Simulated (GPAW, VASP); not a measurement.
This is a calculation of Ag (Silver) for VASP 6.6.1. 

File INCAR:

```
SYSTEM = Ag
PREC     = Accurate       ! precision mode
ENCUT    = 520            ! plane-wave cutoff, eV
EDIFF    = 1E-6           ! SCF threshold, eV
ISMEAR   = 0              ! smearing method
SIGMA    = 0.014          ! smearing width, eV
LREAL    = .FALSE.        ! projectors in reciprocal space
LASPH    = .TRUE.         ! aspherical terms in the spheres
NELM     = 100            ! most SCF steps
ALGO     = Normal         ! electronic algorithm
ISIF     = 2              ! what is computed and relaxed
LWAVE    = .FALSE.        ! write WAVECAR
LCHARG   = .TRUE.         ! write CHGCAR
GGA      = PE             ! functional
LELF     = .TRUE.         ! ELF
LVHAR    = .TRUE.       
NBANDS   = 12             ! bands
```

KPOINTS

```
regular mesh
0
G
  11 11 11
  0 0 0
```

Contents of POSCAR:

```
Ag
1.0
    0.0000000000      2.0427500000      2.0427500000
    2.0427500000      0.0000000000      2.0427500000
    2.0427500000      2.0427500000      0.0000000000
Ag
1
Direct
    0.0000000000      0.0000000000      0.0000000000
```

Potentials or basis: VASP PAW PBE potentials, release 64 (Ag).

Command:

```sh
$ cat potpaw_PBE.64/Ag/POTCAR > POTCAR
$ mpirun -np 1 vasp_std > vasp.out
```

Problem. What does the same run look like in GPAW 26.7.0 (ASE script)? Potentials or basis there: GPAW PAW data sets (gpaw-data 1.2.1), cutoff 600 eV.

Solution. As run (cutoffs and basis follow the program's own potentials, and thresholds, step limits or extra output files can differ):

The input run.py:

```python
from ase.dft.bandgap import bandgap
from ase.io import read, write
from ase.units import GPa
from gpaw import GPAW, PW

atoms = read('Ag.xyz')

calc = GPAW(mode=PW(600),
            xc='PBE',
            kpts={'size': (11, 11, 11), 'gamma': True},
            occupations={'name': 'methfessel-paxton', 'order': 0, 'width': 0.014},
            nbands=18,
            convergence={'density': 1e-05, 'energy': 1e-05},
            maxiter=150,
            txt='gpaw.txt')
atoms.calc = calc
energy = atoms.get_potential_energy()
forces = atoms.get_forces()
stress = atoms.get_stress()
calc.write('gs.gpw')
write('result.traj', atoms)
print(f'Energy: {energy:.6f} eV')
print('Forces (eV/A):')
print(forces.round(4))
print('Stress (GPa):', (stress / GPa).round(3))
print('Fermi level:', round(calc.get_fermi_level(), 4), 'eV')
print(f'Gap: {bandgap(calc)[0]:.4f} eV, direct: {bandgap(calc, direct=True)[0]:.4f} eV')
```

The input Ag.xyz:

```xyz
1
Lattice="0.0000000000 2.0427500000 2.0427500000 2.0427500000 0.0000000000 2.0427500000 2.0427500000 2.0427500000 0.0000000000" Properties=species:S:1:pos:R:3 pbc="T T T"
Ag     0.0000000000      0.0000000000      0.0000000000
```

Potentials or basis: GPAW PAW data sets (gpaw-data 1.2.1), pw.

Command:

```console
$ OMP_NUM_THREADS=1 python run.py
```

Both were run:

|  | VASP | GPAW |
| --- | --- | --- |
| Pressure | 4.1 GPa | 4.2 GPa |

The potentials hold 11 and 17 valence electrons a cell.

Pressure is positive in compression.
